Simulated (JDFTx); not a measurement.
Crystal: Au.

```
Au
1.0
     0.00000    2.03500    2.03500
     2.03500    0.00000    2.03500
     2.03500    2.03500    0.00000
Au
1
Direct
  0.00000 0.00000 0.00000
```

Base run:

* Program: JDFTx 1.7.0 (patched build)
* Functional: PBE
* Potentials or basis: PseudoDojo-SR-PBE-0.5-standard
* Cutoff: 1034 eV
* Density cutoff: 4136 eV
* k mesh: 11 × 11 × 11
* Occupations: fermi-dirac, width 0.05 eV
* Spin: no spin polarisation

Its results: band gap on the k mesh none (metal or under the smearing width); pressure 10.3 GPa.

The run is repeated on the same cell with these changes: functional from PBE to PBEsol; potentials or basis from PseudoDojo-SR-PBE-0.5-standard to PseudoDojo-SR-PBEsol-0.4.1-standard with smoothed tails. What comes out?

Band gap on the k mesh none (metal or under the smearing width); pressure 1.2 GPa.

Not every run made on this cell is shown here.
